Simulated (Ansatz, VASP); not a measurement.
## InSb in VASP and in Ansatz

```xyz
2
Lattice="0.0000 3.2391 3.2391 3.2391 0.0000 3.2391 3.2391 3.2391 0.0000" Properties=species:S:1:pos:R:3 pbc="T T T"
In    0.0000    0.0000    0.0000
Sb    4.8586    4.8586    4.8586
```

Alike in both runs: task electric field gradients; functional PBE; k mesh 3 × 3 × 3; occupations fermi-dirac, width 0.05 eV; no spin polarisation.

|  | VASP | Ansatz |
| --- | --- | --- |
| version | VASP 6.6.1 | Ansatz 0.2.0 |
| potentials or method | VASP PAW PBE potentials, release 64 (In_d, Sb) | PAW with Ansatz's default frozen-core files, scalar-relativistic |
| plane-wave cutoff (eV) | 520 | 420 |
| valence electrons in the cell | 18 | 28 |

|  | VASP | Ansatz | Ansatz less VASP |
| --- | --- | --- | --- |
| pressure (GPa) | 4.8 | 4.8 | 0.00 |
| Vzz of the field gradient on the site that differs most (V/Å²) | 0.0 | 0.0 | 0.00 |

The two sets of potentials don't hold the same shells in valence. Ansatz warned: «gradients_without_spin_orbit».

Caveats: the k mesh is coarse (spacing up to 0.56 Å⁻¹), so the values aren't converged. Spin-orbit coupling is left out, which matters for the levels of Sb.
